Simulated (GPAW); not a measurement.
Input of a GPAW 26.7.0 run:

run.py

```python
from ase.dft.bandgap import bandgap
from ase.io import read, write
from ase.units import GPa
from gpaw import GPAW, PW

atoms = read('MoS2.cif')

calc = GPAW(mode=PW(500),
            xc='MGGA_X_R2SCAN+MGGA_C_R2SCAN',
            kpts={'size': (8, 8, 4), 'gamma': True},
            occupations={'name': 'fermi-dirac', 'width': 0.05},
            nbands=25,
            maxiter=120,
            txt='gpaw.txt')
atoms.calc = calc
energy = atoms.get_potential_energy()
forces = atoms.get_forces()
stress = atoms.get_stress()
calc.write('gs.gpw')
write('result.traj', atoms)
print(f'Energy: {energy:.6f} eV')
print('Forces (eV/A):')
print(forces.round(4))
print('Stress (GPa):', (stress / GPa).round(3))
print('Fermi level:', round(calc.get_fermi_level(), 4), 'eV')
print(f'Gap: {bandgap(calc)[0]:.4f} eV, direct: {bandgap(calc, direct=True)[0]:.4f} eV')
```

MoS2.cif

```cif
data_MoS2
_cell_length_a 3.26993607
_cell_length_b 3.26993607
_cell_length_c 6.39554181
_cell_angle_alpha 90.00000000
_cell_angle_beta 90.00000000
_cell_angle_gamma 120.00000000
_space_group_name_H-M_alt 'P-3m1'
_space_group_name_Hall '-P 3 2"'
_space_group_IT_number 164
loop_
_space_group_symop_operation_xyz
'x,y,z'
'-x,-y,-z'
'-y,x-y,z'
'y,-x+y,-z'
'-x+y,-x,z'
'x-y,x,-z'
'y,x,-z'
'-y,-x,z'
'x-y,-y,-z'
'-x+y,y,z'
'-x,-x+y,-z'
'x,x-y,z'
loop_
_atom_site_label
_atom_site_type_symbol
_atom_site_symmetry_multiplicity
_atom_site_Wyckoff_symbol
_atom_site_fract_x
_atom_site_fract_y
_atom_site_fract_z
_atom_site_occupancy
Mo1 Mo 1 b 0.0000000000 0.0000000000 0.5000000000 1
S1 S 2 d 0.6666666667 0.3333333333 0.7446806800 1
```

Potentials or basis: GPAW PAW data sets (gpaw-data 1.2.1), pw.

Run with:

```console
$ OMP_NUM_THREADS=1 python run.py
```

Question: Estimate the pressure.

Answer: -4.8 GPa.

Question: Estimate the band gap on the k mesh.

Answer: None (metal or under the smearing width).

Forces in eV/Å, atoms in the order of the input:
```
Mo   0.000  0.000  0.000
S    0.000  0.000 -0.507
S    0.000  0.000  0.507
```

Caveat: the cutoff is short for stress and forces, so pressures can be off by a GPa or more; the PAW data sets were made with another functional, which shifts forces and pressure a little.
